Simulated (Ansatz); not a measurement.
TaAs, 4 atoms in the cell. It takes space group I4_1md (No. 109, tetragonal). Conventional cell: a = 3.444 Å, b = 3.444 Å, c = 11.736 Å, α = 90.00°, β = 90.00°, γ = 90.00°. Around Ta (site symmetry 2mm) lie 6 As at 2.61 to 2.62 Å. As (site symmetry 2mm) is surrounded by 6 Ta at 2.61 to 2.62 Å. The cell is a database's computed one.

- Program: Ansatz 0.2.0
- Task: band structure
- Functional: PBE
- Potentials or basis: Ansatz PAW
- Cutoff: 420 eV (not typed: the program's choice for these potentials)
- k mesh: 11 × 11 × 11
- Occupations: fermi-dirac, width 0.05 eV
- Spin: no spin polarisation
- Path: [["G", "X", "Y", "S", "G", "Z", "S1", "N", "P", "Y1", "Z"], ["X", "P"]]
- Points for each segment of the path: 14

Potentials or basis: Ansatz PAW.

The run is started by

```sh
$ ansatz run input.yaml --threads 2 --pin off --max-ram 5632MiB --backend cpu --events-out ev --progress --plain --runs-dir out
```

Hardware: 2 threads of Arm Neoverse V1 (shared host).

Problem. Estimate the wall time of this run.

Solution. Wall time 38 s on 2 threads of Arm Neoverse V1, on a shared host, peak memory 0.5 GiB. Counts: scf iterations 7, plane waves 1371, k points 126, bands 38.
